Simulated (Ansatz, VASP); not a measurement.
# Rh: VASP beside Ansatz

```
Rh
1.0
     0.00000    1.95860    1.95860
     1.95860    0.00000    1.95860
     1.95860    1.95860    0.00000
Rh
1
Direct
  0.00000 0.00000 0.00000
```

Change from the starting cell: strain +0.030 along x and y, +0.030 along z, atoms carried along.

Alike in both runs: task single point; functional PBEsol; k mesh 22 × 22 × 22; occupations gaussian, width 0.15 eV; no spin polarisation.

```csv
,VASP,Ansatz
version,VASP 6.6.1,Ansatz 0.2.0
potentials or method,"VASP PAW PBE potentials, release 64 (Rh_pv)","scalar-relativistic, plane waves, PAW"
plane-wave cutoff (eV),520,420
valence electrons in the cell,15,17
```

|  | VASP | Ansatz | Ansatz less VASP |
| --- | --- | --- | --- |
| gap on the k mesh at the Fermi level (eV) | none | none | - |
| pressure (GPa) | -23.9 | -23.9 | +0.02 |

A gap of «none» marks a metal or a gap that the smearing closes. The functional is the same, so the differences come from potentials, cutoffs and numerics. The two sets of potentials don't hold the same shells in valence.

Caveats: so large a pressure means that the cell lies far from this level's equilibrium, or that cutoff or potentials fall short (VASP); the potentials were made for another functional, which shifts forces and pressure (VASP).
